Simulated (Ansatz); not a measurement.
**Density of states of O**

```xyz
1
Lattice="1.9971 0.0000 0.0000 0.0000 1.9971 0.0000 0.0000 0.0000 1.9971" Properties=species:S:1:pos:R:3 pbc="T T T"
O     0.0000    0.0000    0.0000
```

The structure comes from a relaxation in the same program, started in the sc type, and has space group Pm-3m. Whether it is a known phase or the ground state wasn't checked.

This is a hypothetical arrangement without O2 molecules, not solid oxygen as it is known.

These are results of Ansatz 0.2.0, DFT, PBE, all-electron LAPW, scalar-relativistic, not measurements.

The runs use a Γ-centred 18×18×18 k mesh, Fermi–Dirac smearing of 0.03 eV, basis error target 1 meV/atom, no spin polarisation.

States per eV and cell, averaged over 0.4 eV, from -8.2 to 2.8 eV, with energies (bin centres) from the Fermi level; empty bins are left out. 

```tsv
E (eV)	total
-8.1	0.02
-7.7	0.12
-7.3	0.18
-6.9	0.25
-6.5	0.31
-6.1	0.39
-5.7	0.52
-5.3	0.68
-4.9	0.67
-4.5	0.69
-4.1	0.69
-3.7	0.70
-3.3	0.60
-2.9	0.57
-2.5	0.54
-2.1	0.53
-1.7	0.53
-1.3	0.53
-0.9	0.55
-0.5	0.55
-0.1	0.58
0.3	0.65
0.7	0.71
1.1	0.93
1.5	0.95
1.9	0.94
2.3	0.49
2.7	0.15
```
